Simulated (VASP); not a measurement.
A run of VASP 6.6.1 is set up as follows.

Contents of INCAR:

```
ALGO     = Normal         # electronic algorithm
EDIFF    = 1E-6           # SCF threshold, eV
EDIFFG   = -0.01          # ionic threshold
ENCUT    = 600            # plane-wave cutoff, eV
GGA      = CA             # functional
IBRION   = 2              # ionic algorithm
ISIF     = 3              # what is computed and relaxed
ISMEAR   = 1              # smearing method
KPAR     = 2            
LASPH    = T              # aspherical terms in the spheres
LCHARG   = F              # write CHGCAR
LREAL    = F              # projectors in reciprocal space
LWAVE    = F              # write WAVECAR
NELM     = 80             # most SCF steps
NSW      = 90             # ionic steps
PREC     = Accurate       # precision mode
SIGMA    = 0.1            # smearing width, eV
```

The input KPOINTS:

```
k-points
0
Gamma
  15 15 10
```

File POSCAR:

```
MgB2
1.0
    3.0850000000      0.0000000000      0.0000000000
   -1.5425000000      2.6716883707      0.0000000000
    0.0000000000      0.0000000000      3.5230000000
Mg B
1 2
Direct
    0.0000000000      0.0000000000      0.0000000000
    0.3333333333      0.6666666667      0.5000000000
    0.6666666667      0.3333333333      0.5000000000
```

Potentials or basis: VASP PAW LDA potentials, release 64 (Mg, B).

The run is started by

```console
$ cat potpaw_LDA.64/Mg/POTCAR potpaw_LDA.64/B/POTCAR > POTCAR
$ mpirun -np 2 vasp_std > vasp.out
```

Q: Predict the band gap on the k mesh.

A: None (metal or under the smearing width).

Q: What does it give for the space group after relaxing (to 0.05 Å)?

A: P6/mmm (No. 191).

Q: Estimate the relaxed cell.

A: a = 3.029 Å, b = 3.029 Å, c = 3.458 Å, α = 90.00°, β = 90.00°, γ = 120.00°.

Q: Estimate the relaxed volume.

A: 9.16 Å³/atom.

Final structure:
```
Mg B
1.0
     3.02941    0.00000    0.00000
    -1.51470    2.62354    0.00000
     0.00000    0.00000    3.45811
Mg B
1 2
Direct
  0.00000 0.00000 0.00000
  0.33333 0.66667 0.50000
  0.66667 0.33333 0.50000
```

LDA usually gives volumes a few per cent too small. Zero-point motion and thermal expansion aren't in these numbers.
